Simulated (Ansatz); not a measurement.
**SiO2 (Stishovite): how G0W0 depends on its starting point**

How much of the starting functional survives in the G0W0 gap of SiO2 (Stishovite)?

Main program and level: Ansatz 0.2.0; G0W0 on several functionals, plane waves, PAW.

In doubt: masses and optical values from hybrid runs of this build are listed as unsure (step 4), which bears on the screening that GW takes from such a start.

**1. The starting structure**

Symmetry: P4_2/mnm, No. 136, tetragonal system. The conventional cell has a = 4.177 Å, b = 4.177 Å, c = 2.665 Å, α = 90.00°, β = 90.00°, γ = 90.00°. Nearest to Si lie 6 O at 1.76 to 1.81 Å. Nearest to O lie 3 Si at 1.76 to 1.81 Å. Farther neighbours and most contacts between anions are not listed.

Coordinates:

```cif
data_structure
_symmetry_space_group_name_H-M 'P 1'
_symmetry_Int_Tables_number 1
_cell_length_a 4.1773
_cell_length_b 4.1773
_cell_length_c 2.6652
_cell_angle_alpha 90.000
_cell_angle_beta 90.000
_cell_angle_gamma 90.000
_cell_volume 46.51
loop_
_atom_site_label
_atom_site_type_symbol
_atom_site_fract_x
_atom_site_fract_y
_atom_site_fract_z
_atom_site_occupancy
Si1 Si 0.00000 0.00000 0.00000 1
Si2 Si 0.50000 0.50000 0.50000 1
O3 O 0.30590 0.30590 0.00000 1
O4 O 0.19410 0.80590 0.50000 1
O5 O 0.69410 0.69410 0.00000 1
O6 O 0.80590 0.19410 0.50000 1
```

The cell and positions come from the Crystallography Open Database and are kept as given unless a step says otherwise. The default PAW set here is soft_2. Its files were made with PBE.

**2. G0W0 on LDA**

G0W0 replaces the xc potential by the self-energy, built once from these orbitals. Only a window of levels is corrected, while the sums run over the empty bands that the input names.

This step: G0W0 on LDA, plane waves, PAW.

File input.yaml:

```yaml
crystal:
  lattice:
    - [4.1773, 0.0, 0.0]
    - [0.0, 4.1773, 0.0]
    - [0.0, 0.0, 2.6652]
  atoms:
    - { symbol: Si, position: [0.0, 0.0, 0.0] }
    - { symbol: Si, position: [0.5, 0.5, 0.5] }
    - { symbol: O, position: [0.3059, 0.3059, 0.0] }
    - { symbol: O, position: [0.1941, 0.8059, 0.5] }
    - { symbol: O, position: [0.6941, 0.6941, 0.0] }
    - { symbol: O, position: [0.8059, 0.1941, 0.5] }
kpoints:
  mp_grid: { grid: [4, 4, 6] }
hamiltonian:
  xc: lda
scf:
  occupations: { method: fixed }
gw:
  n_empty_bands: 368
  ecut_chi: 230.0
  qp_bands: [v2, c2]
  qp_kpoints: band_edges
  screening: { model: contour_deformation }
```

Started as:

```bash
$ ansatz run input.yaml --threads 3 --pin off --max-ram 92160MiB --backend cuda --events-out ev --progress --plain --runs-dir out --devices 1 --max-vram 13GiB
```

Numbers of over 12 decimals in the logs are rounded to 6 here.

What it wrote:

```text
GPUs: using 1 of 1 available (devices: 1).
Engine: ansatz 0.2.0, x86_64-unknown-linux-gnu
Pseudopotentials: kind: paw
Pseudopotential: Si, paw, valence charge 4, recommended cutoff 420 eV (normal), Si.paw.azcp
Pseudopotential: O, paw, valence charge 6, recommended cutoff 420 eV (normal), O.paw.azcp
Functional definition: SPW92
  exchange = slater_x
  correlation = pw_c
device memory: the entry about to start is reckoned to put 0.6 GiB on a device that reports 73.7 GiB free (of which the cap on the GPU budget leaves the run 13.0 GiB)
GPU FFT provider: cuFFT
GPU libraries: cuBLAS 13.8.2, cuFFT 12.4.0, cuSOLVER 12.3.4
Crystal: 6 atoms, lattice volume = 46.507 Å³
Basis set: ecut = 420 eV, 913 PW (Γ)
Bands: 22, of which v1, the nominal top of the filled ones, is band 16 counted from 1 (15 counted from 0)
Symmetry: 16 space group operations
Space group: P42/mnm (ITA 136), of the structure as read, at distance tolerance 3.6e-5 Å
k-points: 24 of 96
Non-local potential: Si, projectors of the file, l = 0: 2, l = 1: 2, l = 2: 2
Non-local potential: O, projectors of the file, l = 0: 2, l = 1: 2, l = 2: 1
PAW form: soft (Blöchl's): semilocal exchange-correlation on the pseudo side does not see the compensation charge
PAW frozen core: Si, regenerated for the run's functional, and the local potential with it (the file was generated under x = pbe(κ = 0.804, μ = 0.219515), c = pbe(β = 0.066725))
PAW frozen core: O, regenerated for the run's functional, and the local potential with it (the file was generated under x = pbe(κ = 0.804, μ = 0.219515), c = pbe(β = 0.066725))
PAW one-centre angular grid: Si, 110 points (default); XC on 64 Gauss nodes
PAW one-centre angular grid: O, 110 points (default); XC on 64 Gauss nodes
Initial density: superposition of atomic densities (neutral atoms: chi_scale 0, normalization atom), corrected by the library's trained network
Initial wavefunctions: pseudopotential atomic-orbital guess
GPU buffer pool allocated for 16200 grid points (all kernels)
GPU transforms: local potential and band sums: pruned to the plane-wave sphere, on 27×27×18
Functional: x = slater, c = lda
SCF iter   1: F=—  HF=-3445.444053 eV  |F-HF|=—  |Δ(HF+E_count)|=         —  Δρ=1.52e-2  dr2=8.45e-2  ethr=1.77e-3  ⟨swp⟩=4.2  Hψ=2522  notcnv=0  defer=95
preconditioner: auto → none  [insulator: Δε(μ)=5.472 eV  Ē_g=18.499 eV  n_scr=10 (ndim 8)  ℏωp=30.8 eV  f_vac=0.000  ε∞_Penn≈3.8]
SCF iter   2: F=—  HF=-3445.420217 eV  |F-HF|=—  |Δ(HF+E_count)|=   2.38e-2  Δρ=6.07e-3  dr2=6.74e-3  ethr=2.64e-4  ⟨swp⟩=2.3  Hψ=1058  notcnv=0  defer=96
SCF iter   3: F=—  HF=-3445.417670 eV  |F-HF|=—  |Δ(HF+E_count)|=   2.55e-3  Δρ=1.93e-3  dr2=5.24e-4  ethr=2.11e-5  ⟨swp⟩=2.0  Hψ=821  notcnv=0  defer=96
SCF iter   4: F=—  HF=-3445.417450 eV  |F-HF|=—  |Δ(HF+E_count)|=   2.20e-4  Δρ=1.37e-4  dr2=4.41e-6  ethr=1.64e-6  ⟨swp⟩=1.0  Hψ=480  notcnv=0  defer=93
iter 5 did not close the SCF: its close was put off for the readings that it lacked (scf_convergence_deferred on its scf_iter line)
SCF iter   5: F=-3445.417450 eV  HF=-3445.417450 eV  |F-HF|=3.43e-8  |Δ(HF+E_count)|=   5.43e-7  Δρ=2.40e-5  dr2=8.68e-8  ethr=1.38e-8  ⟨swp⟩=2.3  Hψ=822  notcnv=0  defer=57
SCF iter   6: F=-3445.417450 eV  HF=-3445.417450 eV  |F-HF|=9.93e-9  |Δ(HF+E_count)|=   9.51e-9  Δρ=7.82e-6  dr2=1.31e-8  ethr=2.71e-10  ⟨swp⟩=6.7  Hψ=2329  notcnv=0
SCF 1 converged in 6 iterations: F = -3445.417450 eV  dr2 = 1.31e-8
  greatest PAW one-centre occupation: 0.855 electrons in one spin orbital (limit 2), on the O atom at site 5 (counted from 0), in its partial waves of l = 0
device memory: the entry about to start is reckoned to put 0.6 GiB on a device that reports 73.7 GiB free (of which the cap on the GPU budget leaves the run 13.0 GiB)
NSCF: frozen V_eff on 24 k-points, pencils in batches of 32, up to order 88
the band table was solved once the SCF had ended and its energy, with any forces and stress, was formed, with the checks that follow a solve (2540 applications of the Hamiltonian). They found nothing against the state; the energy, forces and stress were not computed again (output.eigenvalues in the input reference)
device memory: the entry about to start is reckoned to put 2.6 GiB on a device that reports 71.4 GiB free (of which the cap on the GPU budget leaves the run 13.0 GiB)
NSCF: frozen V_eff on 24 k-points
G₀W₀ screening: q 1/24
[... further progress lines ...]
SCF converged after 6 iterations
Free energy (F): -3445.417450 eV
Harris-Foulkes:  -3445.417450 eV  (|F-HF|=9.93e-9)
Internal energy: -3445.417450 eV  (E = F + TS)
E sigma→0 (E₀):  -3445.417450 eV
Fermi energy:    10.309819 eV
--- Per-component energies (eV) ---
  E_band       = 58.072642
  E_kinetic    = 810.738618
  E_local      = -1218.554056  (includes V_loc(G=0)·N_el)
  E_nonlocal   = 246.481540
  E_hartree    = 427.168992
  E_xc         = -406.508131
  E_vxc        = -476.767977  (∫ρ·V_xc dr)
  E_paw        = -1565.120521  (= ΣΔE_a)
  E_vpaw       = -158.169859  (= ΣTr[D̂ρ^β])
  E_aug_tail   = 0.010316  (compensation charges beyond the density's cutoff)
  E_ewald      = -1740.190554
  E_core_change = 0.556347  (= ΣΔE_core)
  E_smearing   = -0.000000  (= −TS)
  E_closure    = 0.000000  (closes the sum)
  Σ components = -3445.417450   (vs F -3445.417450, Δ=0.00e0)
--- Band table (eV; the first three rows and the last of 24) ---
  k-point 0: bands = [... 12 lower, 7.7693, 9.4100, 9.4100, 10.3098, 15.9248, 16.7815, 18.6665, 18.6665, ... 2 higher]
  k-point 1: bands = [... 12 lower, 6.6609, 9.1303, 9.1303, 9.9592, 17.0289, 18.5937, 20.1360, 20.1360, ... 2 higher]
  k-point 2: bands = [... 12 lower, 5.4806, 8.2998, 8.2998, 8.8405, 18.1333, 20.4741, 20.8858, 22.4511, ... 2 higher]
  k-point 23: bands = [... 12 lower, 8.5164, 8.5164, 8.7355, 8.7355, 17.3631, 17.3631, 21.0830, 21.0830, ... 2 higher]
--- G₀W₀: contour deformation, 6 samples at zero and on the imaginary axis and 2 off it, 96 q-points, 368 empty bands' worth ---
  eigenvalues of the whole cell's RPA ε∞ on this k-mesh (on a slab, of 1 + 4πα/V) = 3.2813, 3.2813, 3.4462; static W/v taken at q = 0 is 0.299539
  bands read: the sum over 384 bands ends inside a degenerate multiplet in 1 slot, whose members it reads at an even weight; the widest, k=1: bands 384 to 385 (counted from 1) at 1/2 each
  gw.qp_kpoints: band_edges: 5 of 24 stored k-points solved, in 1 pass; an edge of the gap read off the rows below is read off those points alone
    valence top: of the k-points left out ik 5 came nearest to being solved in a further pass, in band 16 (counted from 1, as in the quasiparticle table): it holds the edge there only if its correction is more favourable than any solved in that band by at least 0.607 eV; those differ by 0.220 eV
    conduction bottom: of the k-points left out ik 12 came nearest to being solved in a further pass, in band 17 (counted from 1, as in the quasiparticle table): it holds the edge there only if its correction is more favourable than any solved in that band by at least 1.068 eV; those differ by 0.218 eV
    ik  band        ε_KS         Σx   Σc(E_QP)       V_xc       Z   E_QP_lin       E_QP  E_QP is
     0    15      9.4100   -27.7168     4.1548   -22.1720  0.8101     8.0089     8.0200  root
     0    16     10.3098   -28.1739     4.4212   -22.3535  0.8075     8.8991     8.9107  root
     0    17     15.9248   -13.9238    -4.6368   -20.1440  0.8416    17.5187    17.5082  root
     0    18     16.7815    -7.7509    -4.7683   -14.1143  0.8608    18.3876    18.3767  root
     1    15      9.1303   -27.5089     4.2125   -21.8721  0.8094     7.6939     7.7060  root
     1    16      9.9592   -27.8462     4.4644   -21.9388  0.8072     8.5036     8.5162  root
     1    17     17.0289   -14.2048    -4.7836   -20.7448  0.8363    18.7992    18.7853  root
     1    18     18.5937    -9.3377    -5.0437   -16.1831  0.8472    20.4114    20.3953  root
     4    15      9.3077   -27.6375     4.2122   -22.0137  0.8093     7.8843     7.8961  root
     4    16      9.8434   -27.6887     4.3975   -21.8564  0.8076     8.3961     8.4086  root
     4    17     16.7743   -13.9209    -4.6940   -20.2872  0.8384    18.4589    18.4467  root
     4    18     17.3152    -8.2812    -4.8453   -14.7754  0.8569    18.9762    18.9641  root
    20    15      7.9901   -26.5374     4.7024   -20.2158  0.8022     6.3521     6.3710  root
    20    16      7.9901   -26.5374     4.7024   -20.2158  0.8022     6.3521     6.3710  root
    20    17     17.6013   -10.9481    -5.0103   -17.7494  0.8452    19.4076    19.3923  root
    20    18     17.6013   -10.9481    -5.0103   -17.7494  0.8452    19.4076    19.3923  root
    23    15      8.7355   -27.3361     4.6543   -21.1260  0.8037     7.1635     7.1797  root
    23    16      8.7355   -27.3361     4.6543   -21.1260  0.8037     7.1635     7.1797  root
    23    17     17.3631   -11.8353    -4.8588   -18.4955  0.8455    19.1791    19.1645  root
    23    18     17.3631   -11.8353    -4.8588   -18.4955  0.8455    19.1791    19.1645  root
```

It took 17 s on 1 × NVIDIA H100 80GB HBM3 (shared by 6 runs) with 3 threads of AMD EPYC 7R13 (Zen 3), shared host; peak memory 1.7 GiB.

Numbers from this step:

```yaml
bands_summed: 384
rpa_eps_infinity_on_this_mesh_eigenvalues: 3.281, 3.281, 3.446
plane_waves_in_the_screening_matrix: 351
q_points_in_the_mesh: 96
g0w0_gap_on_the_mesh: 8.598 eV
k_of_the_valence_top: 0, 0, 0
k_of_the_conduction_bottom: 0, 0, 0
starting_gap_on_the_mesh: 5.615 eV
z_at_the_valence_top: 0.8075
z_at_the_conduction_bottom: 0.8416
least_direct_g0w0_gap_on_the_computed_points: 8.598 eV
```

The gap on the mesh goes from 5.61 eV to 8.60 eV, a correction of +2.98 eV. Between the two edge states, bare exchange in place of the xc potential would open the gap by 12.04 eV, and correlation takes back 9.06 eV.

**3. G0W0 on PBE**

The same correction from a different start measures what one shot leaves open.

This step: G0W0 on PBE, plane waves, PAW.

Edit input.yaml of step 2 so:

```diff
@@ -15,3 +15,3 @@
 hamiltonian:
-  xc: lda
+  xc: pbe
 scf:
```

What it wrote:

```text
GPUs: using 1 of 1 available (devices: 1).
[...]
GPU FFT provider: cuFFT
GPU libraries: cuBLAS 13.8.2, cuFFT 12.4.0, cuSOLVER 12.3.4
Crystal: 6 atoms, lattice volume = 46.507 Å³
Basis set: ecut = 420 eV, 913 PW (Γ)
Bands: 22, of which v1, the nominal top of the filled ones, is band 16 counted from 1 (15 counted from 0)
[... 1 set-up line as in the run before ...]
[...]
k-points: 24 of 96
[...]
GPU buffer pool allocated for 16200 grid points (all kernels)
[...]
SCF iter   1: F=—  HF=-3546.960165 eV  |F-HF|=—  |Δ(HF+E_count)|=         —  Δρ=3.22e-3  dr2=1.73e-3  ethr=1.77e-3  ⟨swp⟩=4.2  Hψ=2502  notcnv=0  defer=94
[...]
SCF iter   6: F=-3546.960825 eV  HF=-3546.960825 eV  |F-HF|=1.62e-10  |Δ(HF+E_count)|=   1.57e-8  Δρ=8.61e-7  dr2=1.01e-10  ethr=3.47e-11  ⟨swp⟩=6.9  Hψ=2369  notcnv=0
SCF 1 converged in 6 iterations: F = -3546.960825 eV  dr2 = 1.01e-10
[...]
NSCF: frozen V_eff on 24 k-points, pencils in batches of 32, up to order 88
[...]
NSCF: frozen V_eff on 24 k-points
G₀W₀ screening: q 1/24
[... further progress lines ...]
SCF converged after 6 iterations
Free energy (F): -3546.960825 eV
[...]
Internal energy: -3546.960825 eV  (E = F + TS)
E sigma→0 (E₀):  -3546.960825 eV
Fermi energy:    10.614220 eV
[...]
--- Band table (eV; the first three rows and the last of 24) ---
  k-point 0: bands = [... 12 lower, 8.1107, 9.7315, 9.7315, 10.6142, 16.2519, 17.3547, 19.1612, 19.1612, ... 2 higher]
  k-point 1: bands = [... 12 lower, 6.9801, 9.4549, 9.4549, 10.2726, 17.3957, 19.1473, 20.6371, 20.6371, ... 2 higher]
  k-point 2: bands = [... 12 lower, 5.8998, 8.6345, 8.6345, 9.1846, 18.6231, 20.9933, 21.4511, 22.9801, ... 2 higher]
  k-point 23: bands = [... 12 lower, 8.8528, 8.8528, 9.0545, 9.0545, 17.8307, 17.8307, 21.6732, 21.6732, ... 2 higher]
[...]
0    15      9.7315   -27.7896     4.1853   -22.0646  0.8120     8.1781     8.1918  root
     0    16     10.6142   -28.2681     4.4592   -22.2747  0.8094     9.0661     9.0800  root
     0    17     16.2519   -13.8161    -4.5552   -19.8111  0.8441    17.7001    17.6918  root
     0    18     17.3547    -7.7363    -4.6723   -13.5785  0.8620    18.5302    18.5246  root
     1    15      9.4549   -27.5872     4.2449   -21.7615  0.8112     7.8592     7.8741  root
     1    16     10.2726   -27.9537     4.5040   -21.8615  0.8090     8.6689     8.6843  root
     1    17     17.3957   -14.1527    -4.6878   -20.4250  0.8386    18.9911    18.9802  root
     1    18     19.1473    -9.3134    -4.9429   -15.6869  0.8487    20.5877    20.5779  root
[...]
23    15      9.0545   -27.4394     4.6955   -21.0266  0.8055     7.3174     7.3372  root
    23    16      9.0545   -27.4394     4.6955   -21.0266  0.8055     7.3174     7.3372  root
    23    17     17.8307   -11.7729    -4.7650   -18.0596  0.8474    19.3624    19.3524  root
    23    18     17.8307   -11.7729    -4.7650   -18.0596  0.8474    19.3624    19.3524  root
```

Run time: 19 s. Hardware: 1 × NVIDIA H100 80GB HBM3 (shared by 6 runs) with 3 threads; peak memory 1.7 GiB.

This step gave:

```yaml
bands_summed: 384
rpa_eps_infinity_on_this_mesh_eigenvalues: 3.218, 3.218, 3.383
plane_waves_in_the_screening_matrix: 351
q_points_in_the_mesh: 96
g0w0_gap_on_the_mesh: 8.612 eV
k_of_the_valence_top: 0, 0, 0
k_of_the_conduction_bottom: 0, 0, 0
starting_gap_on_the_mesh: 5.638 eV
z_at_the_valence_top: 0.8094
z_at_the_conduction_bottom: 0.8441
least_direct_g0w0_gap_on_the_computed_points: 8.612 eV
```

Against the run with 4×4×6 mesh, 368 empty bands, screening to 230 eV on LDA, the gap moves by +0.014 eV, while the start moved by +0.02 eV.

**4. G0W0 on HSE06**

This step: G0W0 on HSE06, plane waves, PAW.

Edit input.yaml of step 3 so:

```diff
@@ -15,3 +15,3 @@
 hamiltonian:
-  xc: pbe
+  xc: hse06
 scf:
```

What it wrote:

```text
GPUs: using 1 of 1 available (devices: 1).
[...]
davidson cushion auto → on  (no smearing: the cushion is to keep the highest requested band from converging to the state above it; pin scf.eigensolver.cushion to override)
[...]
GPU FFT provider: cuFFT
GPU libraries: cuBLAS 13.8.2, cuFFT 12.4.0, cuSOLVER 12.3.4
Crystal: 6 atoms, lattice volume = 46.507 Å³
Basis set: ecut = 420 eV, 913 PW (Γ)
[...]
1    17     18.1917   -13.7561    -4.4541   -19.3460  0.8595    19.3318    19.3275  root
     1    18     19.9181    -8.8359    -4.6131   -14.4131  0.8694    20.8854    20.8821  root
[...]
23    15      7.5585   -27.4504     4.1874   -22.4992  0.8297     6.7919     6.7947  root
    23    16      7.5585   -27.4504     4.1874   -22.4992  0.8297     6.7919     6.7947  root
    23    17     18.5911   -11.4006    -4.4893   -16.9703  0.8675    19.6753    19.6715  root
    23    18     18.5911   -11.4006    -4.4893   -16.9703  0.8675    19.6753    19.6715  root
[key lines of the parts left out:]
Free energy (F): -3547.836089 eV
Fermi energy:    9.231274 eV
```

It took 41 s on 1 × NVIDIA H100 80GB HBM3 (shared by 6 runs) with 3 threads; peak memory 2 GiB.

This step gave:

- bands summed: 384
- RPA ε∞ on this mesh (eigenvalues): 2.834, 2.834, 2.973
- plane waves in the screening matrix: 351
- G0W0 gap on the mesh: 9.440 eV
- k of the valence top: 0, 0, 0
- k of the conduction bottom: 0, 0, 0
- starting gap on the mesh: 7.749 eV
- least direct G0W0 gap on the computed points: 9.440 eV

Against the run with 4×4×6 mesh, 368 empty bands, screening to 230 eV on PBE, the gap moves by +0.83 eV, while the start moved by +2.11 eV.

**5. Side by side**

All on the 4×4×6 mesh with 368 empty bands and screening to 230 eV. Times are wall times on 1 × NVIDIA H100 80GB HBM3 (shared by 6 runs) with 3 threads of AMD EPYC 7R13 (Zen 3), shared host, good to a factor of about two.

| start | starting gap (eV) | shift (eV) | G0W0 gap (eV) | RPA ε∞ (harmonic mean) | Z (valence, conduction) | time |
| --- | --- | --- | --- | --- | --- | --- |
| LDA | 5.61 | +2.98 | 8.60 | 3.33 | 0.81, 0.84 | 17 s |
| PBE | 5.64 | +2.97 | 8.61 | 3.27 | 0.81, 0.84 | 19 s |
| HSE06 | 7.75 | +1.69 | 9.44 | 2.88 | 0.83, 0.86 | 41 s |

The parts of the quasiparticle energy at the two band edges (eV; QP = start + Σx + Σc − Vxc):

| run | edge | start | Σx | Σc | Vxc | Z | QP |
| --- | --- | --- | --- | --- | --- | --- | --- |
| LDA | valence top | 10.31 | -28.17 | 4.42 | -22.35 | 0.81 | 8.91 |
| LDA | conduction bottom | 15.92 | -13.92 | -4.64 | -20.14 | 0.84 | 17.51 |
| PBE | valence top | 10.61 | -28.27 | 4.46 | -22.27 | 0.81 | 9.08 |
| PBE | conduction bottom | 16.25 | -13.82 | -4.56 | -19.81 | 0.84 | 17.69 |
| HSE06 | valence top | 9.23 | -28.27 | 4.01 | -23.62 | 0.83 | 8.58 |
| HSE06 | conduction bottom | 16.98 | -13.44 | -4.34 | -18.82 | 0.86 | 18.02 |

For a hybrid start, Vxc holds its share of exact exchange.

**6. Results**

```json
{"G0W0@LDA": "8.60 eV (start 5.61 eV)", "G0W0@PBE": "8.61 eV (start 5.64 eV)", "G0W0@HSE06": "9.44 eV (start 7.75 eV)", "known limits": "not at the basis limit; coarse k mesh"}
```

**Reading.** The starting gaps span 2.13 eV and the G0W0 gaps 0.84 eV. Between LDA and HSE06, 0.84 eV of the 2.13 eV survives, 39 %. HSE06 screens less than LDA (ε∞ 2.88 against 3.33). Of the 0.84 eV by which its G0W0 gap is higher, the correlation part gives +0.71 eV, and exchange with the one-particle terms, which follow the orbitals, +0.13 eV. The smallest correction, +1.69 eV, is on HSE06, the start nearest to reproducing itself. Bands and cutoff are finite, so the gap is not at the basis limit. The miss can reach some tenths of an eV and take either sign; the mesh is an error of its own. The 4×4×6 mesh is coarse for this cell (its supercell is 16 Å along the shortest edge). The RPA ε∞ on it, from the LDA start, is 3.28 and 3.45; such meshes misread the long-range screening, most where the gap is narrow.

[Paths, hosts, dates, memory and timing lines, banners, echoed tables and standing remarks are left out of the program output.]

[Logs are printed without paths, hosts, clocks, repeated set-up lines and the standing remarks that a program may print on its own settings, such as how far it seeks lower states.]

[Runs of the session that timed out or met a known fault of the program may be left out.]

[Cells called generated may have been cut or substituted from an entry of the Crystallography Open Database or the Materials Project.]

[Hosts, paths, dates, database ids (printed as entryN), source tags and the programs' standing remarks are cut or masked in the printed files.]
